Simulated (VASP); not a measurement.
Write the native input for VASP 6.6.1 that does the following.

| Item | Value |
| --- | --- |
| Task | single point |
| Functional | PBEsol |
| Potentials or basis | VASP PAW PBE potentials, release 64 (K_sv, Br) |
| Cutoff | 520 eV |
| k mesh | 6 × 6 × 6 |
| Occupations | gaussian, width 0.03 eV |
| Spin | no spin polarisation |
| Further INCAR settings | ALGO = Normal; EDIFF = 1e-06; NBANDS = 15 |

The structure of KBr lies in POSCAR:

```
KBr
1.0
    0.0000000000      3.3000000000      3.3000000000
    3.3000000000      0.0000000000      3.3000000000
    3.3000000000      3.3000000000      0.0000000000
K Br
1 1
Direct
    0.0000000000      0.0000000000      0.0000000000
    0.5000000000      0.5000000000      0.5000000000
```

These files were run (other wordings do the same):

INCAR

```
SYSTEM = KBr
PREC = Accurate ; ENCUT = 520
EDIFF = 1E-6 ; ISMEAR = 0
SIGMA = 0.03 ; LREAL = .FALSE.
LASPH = .TRUE. ; NELM = 80
ALGO = Normal ; ISIF = 2
LWAVE = .FALSE. ; LCHARG = .FALSE.
GGA = PS ; NBANDS = 15
KPAR = 4
```

KPOINTS

```
Automatic mesh
0
G
  6 6 6
  0 0 0
```

Potentials or basis: VASP PAW PBE potentials, release 64 (K_sv, Br).

The run is started by

```sh
$ cat potpaw_PBE.64/K_sv/POTCAR potpaw_PBE.64/Br/POTCAR > POTCAR
$ mpirun -np 4 vasp_std > vasp.out
```

It gave:

* Pressure: -0.3 GPa
* Band gap on the k mesh: 4.28 eV, direct

Caveat: the PAW data sets were made with another functional, which shifts forces and pressure a little.

Run time: 11 s on 4 MPI ranks on Intel(R) Xeon(R) Platinum 8488C (Sapphire Rapids) (shared host), peak memory 0.2 GiB a rank.
